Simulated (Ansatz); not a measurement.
**Swapping elements in the structure of WS₂**

Computed with DFT PBE, scalar-relativistic, plane waves, PAW in Ansatz. Run with 420 eV cutoff, 12×12×12 k-mesh, Gaussian smearing of 0.02 eV, no spin polarisation.

The relaxed crystal:

```cif
data_structure
_symmetry_space_group_name_H-M 'R3m:H'
_symmetry_Int_Tables_number 160
_cell_length_a 3.1877
_cell_length_b 3.1877
_cell_length_c 22.4233
_cell_angle_alpha 90.000
_cell_angle_beta 90.000
_cell_angle_gamma 120.000
_cell_volume 197.33
loop_
_atom_site_label
_atom_site_type_symbol
_atom_site_symmetry_multiplicity
_atom_site_Wyckoff_symbol
_atom_site_fract_x
_atom_site_fract_y
_atom_site_fract_z
_atom_site_occupancy
W1 W 3 a 0.66667 0.33333 0.33266 1
S1 S 3 a 0.33333 0.66667 0.26259 1
S2 S 3 a 0.66667 0.33333 0.06939 1
```

Each substitution replaces an element on all its sites; cell and atoms are then relaxed within the symmetry of the start. The crystals needn't be the stable forms of their compositions. Lengths are those of the primitive cell. Mesh and smearing follow each crystal's size and gap, and all runs are without spin polarisation. Gaps are Kohn–Sham gaps, read on the k-mesh where the zone wasn't searched.

Energies of formation count from the elements' standard states in the same functional (gases as molecules, bromine and mercury as crystals, carbon as graphite, phosphorus as black phosphorus), at zero temperature and without zero-point motion.

Spin-orbit coupling is left out, which matters for the bands and energies of heavy elements.

```tsv
formula	V (Å³/atom)	a (Å)	b (Å)	c (Å)	gap (eV)	space group	ΔH_f (eV/atom)
WS2	21.93	7.698	7.698	7.698	1.64	R3m (160)	-0.832
```

**Question.** Predict the relaxed crystal after W→Mo.

**Answer.** MoS2: the volume per atom decreases by 0.32 Å³ to 21.60 Å³ (-1.5 %), the gap is 1.44 eV (indirect), the formation energy is -0.893 eV/atom against -0.832 before, space group R3m (160).

**Question.** After S→Se, what comes out?

**Answer.** WSe2: the volume per atom rises by 3.09 Å³ to 25.01 Å³ (+14.1 %), the gap is 1.55 eV, the formation energy is -0.560 eV/atom against -0.832 before, space group R3m (160).